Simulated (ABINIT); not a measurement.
Planning a run of ABINIT 10.8.3 on GaAs (F-43m). The input:

```
acell 3*1.0 Angstrom
rprim 
  0.000000000000 2.826850000000 2.826850000000
  2.826850000000 0.000000000000 2.826850000000
  2.826850000000 2.826850000000 0.000000000000
ntypat 2
znucl 31 33
natom 2
typat 1 2
xred 
  0.000000000000 0.000000000000 0.000000000000
  0.250000000000 0.250000000000 0.250000000000
pp_dirpath "pseudos"
pseudos "Ga.upf, As.upf"
ecut 45
ngkpt 4 4 4
nshiftk 1
shiftk 0 0 0
kptopt 1
chksymbreak 0
istwfk *1
occopt 1
irdwfk 1
optdriver 4
nband 140
gwcalctyp 10
ecutsigx 45
symsigma 1
nkptgw 8
kptgw 
  0.0000000000 0.0000000000 0.0000000000
  0.2500000000 0.0000000000 0.0000000000
  0.5000000000 0.0000000000 0.0000000000
  0.2500000000 0.2500000000 0.0000000000
  0.5000000000 0.2500000000 0.0000000000
  -0.2500000000 0.2500000000 0.0000000000
  0.5000000000 0.5000000000 0.0000000000
  -0.2500000000 0.5000000000 0.2500000000
bdgw 
  20 26
  20 26
  20 26
  20 26
  20 26
  20 26
  20 26
  20 26
ecuteps 6
irdscr 1
ppmodel 1
irdqps 1
indata_prefix "in"
outdata_prefix "out"
tmpdata_prefix "tmp"
```

```sh
OMP_NUM_THREADS=1 mpirun -n 8 abinit run.abi > log
```

Question: How long will it take on 8 MPI ranks of Arm Neoverse N1, shared host, and how much memory?

It took 80 s; on shared hardware allow 40 s to 2.7 min. Peak host memory was 1.9 GiB.

[Paths, hosts, dates, memory and timing lines, banners, echoed tables and standing remarks are left out of the program output.]

[Logs are printed without paths, hosts, clocks, repeated set-up lines and the standing remarks that a program may print on its own settings, such as how far it seeks lower states.]

[Runs of the session that timed out or met a known fault of the program may be left out.]

[Hosts, paths, dates, database ids (printed as entryN), source tags and the programs' standing remarks are cut or masked in the printed files.]

[G0W0 gaps are taken among the corrected bands and points alone; a level outside them can change the order at an edge.]

[Where Ansatz stands beside ABINIT at settings called matched, ABINIT's density can come from a denser mesh and the files from another edition; pairs whose starting gaps differed by over 0.03 eV were left out, so agreement reads better than it is.]
